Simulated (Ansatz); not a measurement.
Born–Oppenheimer molecular dynamics of a periodic cell of 36 atoms, TaSi$_{2}$ (start crystal TaSi2, start structure P6_222, volume 1.05 times the crystal's). It goes on from the last frame of an earlier run, with new velocities.

Computed with DFT PBE, scalar-relativistic, plane waves, PAW in Ansatz 0.2.0. Settings: accuracy low, PAW set soft_1, cutoff 420 eV, k mesh 2x2x2, fermi-dirac smearing 0.24 eV, no spin polarisation.

```
ensemble             : NVT, Langevin thermostat
time step            : 2 fs
steps asked          : 240
set temperature      : 2240 K
friction             : 0.02 /fs
temperature schedule : 180 steps to 300 K, then 60 steps to 300 K
seed                 : 233040
```

Frames 20 fs apart, positions in Å, forces in eV/Å.

Velocities at 340 fs (Å/ps):

```
Ta 2.51 -1.91 0.05
Ta 1.81 -2.62 1.90
Ta 0.11 -0.44 -1.31
Si -5.05 0.82 4.39
Si 3.39 -0.89 -3.24
Si -10.19 1.13 -0.95
Si -7.53 0.28 0.66
Si 1.62 2.48 0.38
Si -3.41 -4.31 -0.26
Ta 0.40 -2.89 -1.65
Ta 1.79 0.29 -0.94
Ta 0.62 -0.87 0.98
Si -6.53 -7.92 6.55
Si 4.53 0.91 -4.64
Si -1.48 -5.11 1.10
Si 3.09 -6.07 -0.83
Si 3.98 5.64 -3.48
Si 0.79 -0.94 -4.46
Ta -1.27 -0.16 -2.66
Ta 2.21 -1.57 -0.82
Ta 0.21 0.49 -0.21
Si 4.70 1.02 -3.37
Si -3.76 -2.98 5.28
Si -4.61 -8.95 -2.14
Si 1.58 -6.55 -1.33
Si -3.82 -1.18 6.78
Si 2.41 -1.58 -0.63
Ta -1.02 -2.43 0.46
Ta 0.05 0.63 0.04
Ta 1.32 3.11 0.35
Si 0.44 3.01 0.36
Si 1.63 -4.38 1.66
Si -11.42 7.21 3.68
Si -2.33 -4.62 -3.50
Si 0.97 6.16 3.76
Si 0.70 -0.89 1.33
```

```xyz
36
Lattice="-2.4292 4.2075 6.6716 4.8584 0.0000 6.6716 4.8584 8.4150 0.0000" Properties=species:S:1:pos:R:3:forces:R:3 time_fs=340 energy_less_start_eV=-10.298 T=552
Ta 2.464 -0.090 3.484 -0.01 0.75 -0.95
Ta 1.148 2.177 5.691 0.60 0.03 -1.65
Ta 3.739 2.163 7.780 -0.44 -0.44 0.72
Si 4.796 9.750 3.370 1.22 -0.07 -0.07
Si 3.700 0.633 5.661 -0.38 0.55 -0.15
Si 1.326 3.593 1.243 -1.00 -0.72 -0.69
Si 2.513 2.893 3.343 -1.93 -0.71 1.95
Si -1.363 3.614 5.686 0.96 -0.52 -0.03
Si 1.276 0.604 1.224 -0.29 0.27 0.25
Ta 4.719 4.124 3.343 2.53 1.40 -0.06
Ta 3.687 6.244 5.610 -0.66 0.48 -0.01
Ta 6.062 6.360 7.970 -0.41 0.21 -1.10
Si 2.255 5.468 3.479 1.37 0.65 -0.01
Si 6.100 4.832 5.721 -0.27 0.35 -0.47
Si 3.710 7.753 1.130 0.01 0.16 0.99
Si 4.746 6.976 3.406 0.73 0.30 -0.58
Si 1.369 7.794 5.545 -1.18 -0.39 1.37
Si 3.367 4.870 1.231 1.52 0.61 -0.58
Ta 0.004 4.175 3.367 -0.26 0.03 1.16
Ta 3.632 6.291 12.366 0.18 0.63 0.27
Ta 1.169 6.419 7.950 1.45 -1.64 -1.71
Si 2.531 5.448 10.209 -1.13 0.53 -1.15
Si 1.169 5.031 5.630 0.29 -0.85 0.50
Si 3.657 7.771 7.685 0.04 0.34 1.05
Si 4.759 7.064 10.203 0.55 0.56 -1.05
Si 3.668 3.472 5.509 -0.78 0.24 1.26
Si 3.586 4.985 7.901 0.41 -0.17 -0.26
Ta 2.422 8.458 3.381 -0.27 -0.38 -1.14
Ta 5.954 10.565 12.349 1.21 -0.55 -0.54
Ta 3.725 10.463 7.765 -1.31 1.12 1.12
Si 4.765 9.807 10.164 0.17 -0.39 -0.72
Si 3.672 9.219 5.456 0.10 -0.47 1.29
Si 1.529 3.617 7.857 -1.49 -0.06 0.30
Si 2.584 2.863 10.148 -1.37 -0.57 -0.50
Si 6.053 7.811 5.703 -0.60 -0.38 -0.24
Si 6.002 9.203 7.776 0.43 -0.90 1.43
36
Lattice="-2.4292 4.2075 6.6716 4.8584 0.0000 6.6716 4.8584 8.4150 0.0000" Properties=species:S:1:pos:R:3:forces:R:3 time_fs=360 energy_less_start_eV=-10.961 T=516
Ta 2.518 -0.108 3.460 -1.58 0.93 0.12
Ta 1.195 2.121 5.691 -0.18 0.31 0.09
Ta 3.747 2.164 7.792 -1.02 -1.16 1.06
Si 4.859 9.689 3.430 0.35 0.11 -0.39
Si 3.757 0.625 5.591 -0.12 0.58 0.69
Si 1.207 3.537 1.170 0.48 -0.06 0.00
Si 2.299 2.851 3.444 0.58 -0.35 -0.16
Si -1.259 3.621 5.701 0.13 -0.59 -0.85
Si 1.209 0.551 1.255 -0.42 0.95 -0.03
Ta 4.720 4.058 3.318 1.36 1.25 0.75
Ta 3.729 6.255 5.587 -1.04 0.14 0.15
Ta 6.072 6.344 7.955 -0.33 -0.15 -1.08
Si 2.205 5.415 3.561 1.71 0.62 -0.68
Si 6.141 4.854 5.687 -0.40 0.02 -0.55
Si 3.691 7.678 1.205 0.26 0.54 0.12
Si 4.818 6.869 3.358 0.29 0.60 -0.20
Si 1.390 7.823 5.575 -1.37 -0.65 1.02
Si 3.407 4.902 1.134 0.82 -0.29 0.61
Ta -0.030 4.166 3.338 -0.48 -0.32 1.39
Ta 3.668 6.291 12.364 -0.45 0.47 -0.19
Ta 1.192 6.410 7.935 0.24 -0.63 -0.58
Si 2.517 5.529 10.125 -0.79 -0.03 -0.34
Si 1.149 4.968 5.731 0.39 -0.53 -0.20
Si 3.599 7.683 7.695 0.52 0.88 1.17
Si 4.836 6.973 10.136 -0.13 0.93 -0.16
Si 3.547 3.465 5.630 0.23 0.68 -0.45
Si 3.616 4.927 7.857 -0.16 -0.18 -0.34
Ta 2.426 8.412 3.372 0.36 -0.32 -0.04
Ta 5.977 10.581 12.345 0.94 -0.75 -0.69
Ta 3.743 10.526 7.761 -1.08 -0.43 1.07
Si 4.805 9.781 10.090 0.02 -0.48 -0.02
Si 3.715 9.124 5.540 0.03 -0.19 0.55
Si 1.284 3.749 7.954 0.71 -1.56 -1.00
Si 2.420 2.733 10.089 0.29 0.41 -0.18
Si 6.053 7.853 5.735 -0.20 -0.74 -0.34
Si 6.021 9.133 7.920 0.02 0.01 -0.33
36
Lattice="-2.4292 4.2075 6.6716 4.8584 0.0000 6.6716 4.8584 8.4150 0.0000" Properties=species:S:1:pos:R:3:forces:R:3 time_fs=380 energy_less_start_eV=-10.782 T=348
Ta 2.525 -0.111 3.424 -2.23 1.11 1.46
Ta 1.234 2.093 5.692 -0.62 0.24 0.92
Ta 3.742 2.163 7.841 -1.08 -1.39 0.77
Si 4.950 9.639 3.475 -0.71 0.34 -0.39
Si 3.763 0.643 5.628 0.01 0.33 0.26
Si 1.192 3.475 1.117 0.66 0.85 0.93
Si 2.197 2.804 3.499 1.70 0.32 -1.15
Si -1.163 3.593 5.657 -0.69 -0.19 -0.44
Si 1.126 0.635 1.312 0.14 0.24 -0.90
Ta 4.729 4.038 3.331 1.05 1.41 1.04
Ta 3.771 6.256 5.567 -1.43 0.60 0.59
Ta 6.075 6.327 7.919 -0.14 -0.24 -0.67
Si 2.299 5.445 3.535 0.60 0.07 -0.64
Si 6.167 4.897 5.627 -0.46 -0.35 -0.24
Si 3.666 7.660 1.284 0.49 0.37 -1.23
Si 4.880 6.894 3.299 -0.01 0.30 0.67
Si 1.272 7.786 5.694 -0.31 -0.21 -0.65
Si 3.505 4.889 1.118 0.15 0.04 0.88
Ta -0.079 4.148 3.345 0.57 0.26 0.70
Ta 3.689 6.313 12.359 -0.66 -0.31 -0.92
Ta 1.199 6.401 7.925 -0.11 -0.56 -0.45
Si 2.433 5.557 10.011 0.24 -0.40 0.95
Si 1.195 4.900 5.773 0.23 -0.08 -0.76
Si 3.639 7.759 7.792 0.49 -0.14 0.12
Si 4.893 7.014 10.127 -0.45 0.23 -0.02
Si 3.520 3.540 5.720 0.40 -0.08 -1.27
Si 3.665 4.874 7.781 -0.38 0.41 0.49
Ta 2.439 8.377 3.356 0.05 -0.14 1.64
Ta 5.992 10.586 12.330 0.84 -0.77 -0.48
Ta 3.721 10.561 7.753 -0.74 -0.93 1.04
Si 4.834 9.677 10.027 -0.30 0.24 0.72
Si 3.748 9.087 5.574 -0.37 -0.12 0.25
Si 1.171 3.710 7.987 1.38 -1.32 -2.11
Si 2.304 2.712 9.987 1.18 0.31 0.60
Si 6.018 7.801 5.690 0.32 -0.38 -0.07
Si 6.010 9.129 7.996 0.19 -0.06 -1.66
36
Lattice="-2.4292 4.2075 6.6716 4.8584 0.0000 6.6716 4.8584 8.4150 0.0000" Properties=species:S:1:pos:R:3:forces:R:3 time_fs=400 energy_less_start_eV=-11.486 T=464
Ta 2.498 -0.082 3.397 -0.84 0.71 0.36
Ta 1.267 2.059 5.704 -0.57 0.62 -0.38
Ta 3.719 2.136 7.902 -0.67 -0.25 -0.53
Si 4.934 9.627 3.497 -0.51 0.51 -0.45
Si 3.810 0.693 5.693 -0.51 -0.15 -0.62
Si 1.272 3.542 1.166 -0.07 0.32 0.38
Si 2.275 2.802 3.450 0.76 0.19 -0.40
Si -1.172 3.554 5.544 -0.82 -0.33 0.76
Si 1.061 0.726 1.291 1.09 -0.57 -0.72
Ta 4.755 4.047 3.370 1.33 1.42 0.56
Ta 3.789 6.250 5.571 -1.35 0.93 0.99
Ta 6.049 6.327 7.886 0.54 -0.31 -0.37
Si 2.473 5.499 3.497 -0.81 -0.01 -0.89
Si 6.194 4.833 5.549 -0.57 0.36 0.55
Si 3.693 7.693 1.208 0.11 0.33 -0.27
Si 4.901 6.923 3.355 0.06 0.44 -0.08
Si 1.121 7.743 5.674 0.76 0.21 -0.35
Si 3.617 4.916 1.190 -0.32 0.09 -0.18
Ta -0.116 4.149 3.358 1.87 0.65 0.01
Ta 3.699 6.329 12.349 -0.66 -0.52 -0.68
Ta 1.199 6.389 7.915 -0.06 -0.62 -1.01
Si 2.423 5.583 9.960 0.42 -0.66 1.45
Si 1.267 4.858 5.722 -0.33 0.36 -0.80
Si 3.714 7.838 7.838 0.02 -0.72 -0.33
Si 4.875 7.087 10.104 -0.16 -0.66 -0.15
Si 3.536 3.634 5.672 0.43 -1.36 -0.34
Si 3.627 4.890 7.780 0.03 0.33 0.63
Ta 2.433 8.366 3.376 0.00 0.03 0.47
Ta 6.050 10.580 12.294 0.37 -0.97 -0.31
Ta 3.689 10.571 7.752 -0.20 -0.68 0.72
Si 4.853 9.646 10.017 -0.06 0.74 0.30
Si 3.724 9.030 5.550 -0.24 0.25 0.71
Si 1.276 3.627 7.864 -0.05 -0.53 -0.26
Si 2.345 2.758 9.940 0.42 0.27 1.32
Si 6.064 7.710 5.596 0.16 0.06 0.37
Si 6.003 9.130 7.894 0.43 -0.49 -0.45
36
Lattice="-2.4292 4.2075 6.6716 4.8584 0.0000 6.6716 4.8584 8.4150 0.0000" Properties=species:S:1:pos:R:3:forces:R:3 time_fs=420 energy_less_start_eV=-11.844 T=362
Ta 2.473 -0.051 3.394 -0.03 0.78 -0.38
Ta 1.258 2.058 5.731 -0.28 0.52 -1.84
Ta 3.683 2.107 7.927 -0.22 0.33 -1.19
Si 4.853 9.759 3.450 0.41 -0.21 0.04
Si 3.823 0.725 5.673 -0.83 -0.27 -0.52
Si 1.309 3.676 1.242 -0.04 -0.78 -0.48
Si 2.404 2.856 3.441 -0.28 -0.30 -0.03
Si -1.275 3.544 5.512 0.05 -0.26 1.01
Si 1.137 0.788 1.152 0.71 -0.82 0.62
Ta 4.797 4.082 3.423 1.14 1.34 -0.78
Ta 3.791 6.266 5.586 -1.38 0.50 0.79
Ta 6.042 6.349 7.835 0.84 -0.36 0.01
Si 2.535 5.600 3.421 -0.81 -0.22 -0.48
Si 6.194 4.830 5.531 -0.46 0.41 1.03
Si 3.764 7.755 1.171 -0.15 0.06 0.16
Si 4.975 6.976 3.429 -0.36 0.56 -0.69
Si 1.087 7.705 5.582 1.06 0.33 0.49
Si 3.639 4.987 1.186 -0.05 -0.62 -0.22
Ta -0.115 4.186 3.381 2.15 0.39 0.00
Ta 3.724 6.343 12.309 -0.89 -0.16 -0.14
Ta 1.197 6.348 7.902 0.33 -0.10 -0.77
Si 2.483 5.552 10.072 -0.50 -0.07 0.01
Si 1.296 4.885 5.594 -0.25 0.19 -0.04
Si 3.800 7.878 7.778 -0.75 -0.79 0.27
Si 4.827 7.096 10.045 0.26 -0.57 -0.18
Si 3.563 3.583 5.615 0.28 -0.72 0.56
Si 3.594 4.899 7.810 0.08 0.16 0.22
Ta 2.440 8.358 3.410 0.10 0.43 -0.29
Ta 6.111 10.563 12.249 -0.38 -0.72 0.39
Ta 3.681 10.575 7.768 0.21 -0.28 0.65
Si 4.808 9.685 10.066 0.58 0.45 -0.49
Si 3.690 9.079 5.590 0.14 0.00 0.02
Si 1.342 3.586 7.767 -0.59 0.13 0.93
Si 2.392 2.784 10.013 -0.09 0.38 0.31
Si 6.116 7.666 5.546 -0.08 0.53 0.71
Si 6.069 9.089 7.850 0.07 -0.24 0.33
36
Lattice="-2.4292 4.2075 6.6716 4.8584 0.0000 6.6716 4.8584 8.4150 0.0000" Properties=species:S:1:pos:R:3:forces:R:3 time_fs=440 energy_less_start_eV=-11.765 T=361
Ta 2.477 -0.029 3.393 0.00 0.59 -0.24
Ta 1.254 2.079 5.710 -0.36 0.20 -1.50
Ta 3.663 2.091 7.914 0.33 0.46 -1.05
Si 4.821 9.803 3.426 0.78 -0.39 0.24
Si 3.740 0.763 5.581 -0.27 -0.52 0.41
Si 1.338 3.713 1.214 -0.14 -1.08 -0.25
Si 2.477 2.850 3.446 -0.63 -0.07 -0.22
Si -1.335 3.558 5.603 0.86 0.17 -0.12
Si 1.322 0.758 1.090 -0.67 -0.40 0.81
Ta 4.844 4.136 3.453 0.41 1.00 -0.90
Ta 3.772 6.281 5.616 -1.15 0.18 0.13
Ta 6.027 6.373 7.796 1.27 -0.76 0.25
Si 2.514 5.683 3.322 -0.22 -0.58 0.43
Si 6.205 4.870 5.571 -0.29 0.05 0.55
Si 3.794 7.852 1.125 -0.03 -0.47 0.34
Si 5.027 7.021 3.469 -0.87 0.47 -0.64
Si 1.155 7.721 5.594 0.40 0.18 0.29
Si 3.643 5.009 1.184 0.20 -0.75 -0.20
Ta -0.075 4.238 3.385 1.46 -0.37 0.10
Ta 3.731 6.347 12.254 -0.54 0.22 0.71
Ta 1.198 6.314 7.876 0.77 0.37 -0.35
Si 2.514 5.557 10.171 -0.98 -0.10 -1.34
Si 1.295 4.950 5.476 0.28 -0.22 0.80
Si 3.847 7.849 7.801 -1.28 -0.17 -0.03
Si 4.781 7.048 9.943 0.60 0.07 0.88
Si 3.583 3.435 5.629 0.35 0.94 0.31
Si 3.574 4.917 7.868 0.00 -0.07 -0.38
Ta 2.458 8.362 3.425 0.18 0.70 -0.31
Ta 6.169 10.550 12.236 -1.28 -0.52 0.69
Ta 3.675 10.586 7.797 0.34 -0.40 0.52
Si 4.791 9.727 10.053 0.90 0.09 -0.08
Si 3.703 9.121 5.633 0.23 -0.32 -0.38
Si 1.333 3.568 7.775 -0.31 0.29 0.61
Si 2.422 2.804 10.047 -0.03 0.43 -0.16
Si 6.121 7.697 5.592 -0.05 0.65 0.13
Si 6.120 9.088 7.883 -0.25 0.12 -0.05
```

Of the whole run (480 fs, mean temperature of the second half 591 K): The schedule's set-point averaged 463 K over the second half and the system 591 K, so it lags behind the ramp. A run of 0.48 ps of so small a system gives no equilibrium averages. Limits of this set-up: coarse k mesh, low accuracy level.

Time of the run: 36 min on 4 threads of Arm Neoverse V2, on a shared host, peak memory 2.7 GiB.
